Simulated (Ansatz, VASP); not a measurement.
# Two plane-wave programs on Al

```
Al
1.0
    -1.76379    1.59581    1.59581
     1.59581   -1.76379    1.59581
     1.59581    1.59581   -1.76379
Al
1
Direct
  0.00000 0.00000 0.00000
```

Alike in both runs: task single point; functional PBEsol; k mesh 24 × 24 × 24; occupations gaussian, width 0.15 eV; no spin polarisation.

|  | VASP | Ansatz |
| --- | --- | --- |
| version | VASP 6.6.1 | Ansatz 0.2.0 |
| potentials or method | VASP PAW PBE potentials, release 64 (Al) | scalar-relativistic, plane waves, PAW |
| plane-wave cutoff (eV) | 520 | 420 |
| valence electrons in the cell | 3 | 3 |

Ansatz gave:

* gap on the k mesh at the Fermi level (eV): none
* pressure (GPa): 6.0
* largest component of the traceless stress (GPa): 8.29

Problem. Estimate VASP's values.

Solution. gap on the k mesh at the Fermi level (eV): none; pressure (GPa): 6.1; largest component of the traceless stress (GPa): 8.32.

A gap of «none» marks a metal or a gap that the smearing closes.

Caveats: the PAW data sets were made with another functional, which shifts forces and pressure a little (VASP).
